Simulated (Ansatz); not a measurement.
**Ba: what symmetry allows forces and stress to be**

```
CELL_PARAMETERS angstrom
6.89106 0.19127 0.00000
-3.27988 6.36241 0.00000
0.00000 0.00000 3.77968
ATOMIC_POSITIONS crystal
Ba 0.35149 0.69032 0.50000
Ba 0.64851 0.30968 0.50000
```

Computed with Ansatz 0.2.0, DFT PBE, scalar-relativistic, plane waves, PAW.

Settings: cutoff 420 eV, Γ-centred mesh 6×6×10 on the computed 2-atom cell, Gaussian smearing of 0.10 eV; no spin polarisation.

This distorted cell has space group P2/m, with 4 operations.

Problem. Without a calculation: in which directions can each atom feel a force?

Solution. A force must be left unchanged by every operation that keeps its atom in place, so it lies in the space that those operations leave fixed. Atoms that the group maps onto each other feel forces of one size.
| atom | site symmetry | operations at the site | equivalent to atom | allowed force (Cartesian) |
| --- | --- | --- | --- | --- |
| Ba1 | m | 2 | 1 | in the plane normal to (0.00, 0.00, 1.00) |
| Ba2 | m | 2 | 1 | in the plane normal to (0.00, 0.00, 1.00) |

That leaves 2 independent force components of 6. A relaxation in this cell that keeps the symmetry moves the atoms in these directions alone.

Problem. And the stress tensor?

Solution. It must be invariant under the point group, which leaves 4 independent components: yz, xz vanish.

Problem. Do the computed values obey this?

Solution. Yes. Forces (eV/Å):
```
Ba1 -0.121 -0.064  0.000
Ba2  0.121  0.064  0.000
```

Stress (GPa, compression positive, xx yy zz yz xz xy): -0.62 0.38 1.08 0.00 0.00 -0.21. The program imposes the same operations on density, forces and stress, so this confirms the analysis and is no independent test of the calculation.

This form isn't the element's structure at ambient conditions.